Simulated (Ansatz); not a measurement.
Crystal: Hf.

```
Hf
1.0
     0.00000    2.22000    2.22000
     2.22000    0.00000    2.22000
     2.22000    2.22000    0.00000
Hf
1
Direct
  0.00000 0.00000 0.00000
```

This isn't the form of Hf at room conditions, which is hcp.

Program: Ansatz 0.2.0. Alike in all runs: task single point; potentials or basis Ansatz PAW; cell as given; smearing fermi-dirac 0.05 eV; the mesh is coarse, so values aren't converged. Hardware: 1 × NVIDIA H100 80GB HBM3 with 2 threads of AMD EPYC 7R13 Processor (Zen 3), on a shared host.

Task: Order these runs on this cell by their wall time, lowest first.
A. level PBE0; spin off; k mesh 5 × 5 × 5; cutoff (eV) 420
B. level r2SCANh; spin off; k mesh 5 × 5 × 5; cutoff (eV) 500
C. level HSE06; spin SOC, no magnetisation; k mesh 4 × 4 × 4; cutoff (eV) 420

Result: B (6.4 s), A (14 s), C (30 s).

Caveats: all runs use coarse meshes.
